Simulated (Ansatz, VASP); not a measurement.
**AlN: VASP beside Ansatz**

Contents of INCAR:

```
SYSTEM = AlN
PREC     = Accurate       ! precision mode
ENCUT    = 520            ! plane-wave cutoff, eV
EDIFF    = 1E-6           ! SCF threshold, eV
ISMEAR   = 0              ! smearing method
SIGMA    = 0.01           ! smearing width, eV
LREAL    = .False.        ! projectors in reciprocal space
LASPH    = .True.         ! aspherical terms in the spheres
NELM     = 100            ! most SCF steps
ALGO     = Normal         ! electronic algorithm
ISIF     = 2              ! what is computed and relaxed
LWAVE    = .False.        ! write WAVECAR
LCHARG   = .False.        ! write CHGCAR
GGA      = CA             ! functional
NBANDS   = 11             ! bands
```

The input KPOINTS:

```
regular mesh
0
Gamma
  8 8 8
  0 0 0
```

File POSCAR:

```
AlN
1.0
    0.0000000000      2.1711430940      2.1602873785
    2.1711430940      0.0000000000      2.1602873785
    2.1711430940      2.1711430940      0.0000000000
Al N
1 1
Direct
    0.0000000000      0.0000000000      0.0000000000
    0.2500000000      0.2500000000      0.2500000000
```

Input for Ansatz:

```yaml
crystal:
  lattice:
    - [0.0, 2.17114309398, 2.16028737851]
    - [2.17114309398, 0.0, 2.16028737851]
    - [2.17114309398, 2.17114309398, 0.0]
  atoms:
    - { symbol: Al, position: [0.0, 0.0, 0.0] }
    - { symbol: "N", position: [0.25, 0.25, 0.25] }
kpoints:
  mp_grid: { grid: [8, 8, 8] }
scf:
  occupations: { method: fixed }
  convergence: { dr2_threshold: 1.0e-10 }
hamiltonian:
  xc: lda
  pseudopotentials: { kind: paw }
output:
  forces: true
  stress: true
  eigenstates:
    kpoints:
      - [0.0, 0.0, 0.0]
      - [0.0, -0.5, -0.5]
      - [-0.5, 0.0, -0.5]
      - [-0.5, -0.5, 0.0]
      - [0.0, 0.5, 0.0]
      - [0.5, 0.0, 0.0]
      - [0.0, 0.0, 0.5]
      - [0.5, 0.5, 0.5]
  eigenvalues: true
```

Change from the starting cell: z stretched by -0.5 %, x and y held, PAW files.

Alike in both runs: task single point; functional LDA; k mesh 8 × 8 × 8; no spin polarisation.

```csv
,VASP,Ansatz
version,VASP 6.6.1,Ansatz 0.2.0
potentials or method,"VASP PAW LDA potentials, release 64 (Al, N)","PAW with Ansatz's default frozen-core files, scalar-relativistic"
plane-wave cutoff (eV),520,420
occupations,"gaussian, width 0.01 eV",fixed
valence electrons in the cell,8,8
```

Ansatz gave:

- gap on the k mesh at the Fermi level (eV): 3.22
- pressure (GPa): 1.1
- largest component of the traceless stress (GPa): 0.44

Estimate VASP's values.

gap on the k mesh at the Fermi level (eV): 3.20; pressure (GPa): 1.7; largest component of the traceless stress (GPa): 0.44.

A k mesh can miss the band edges.
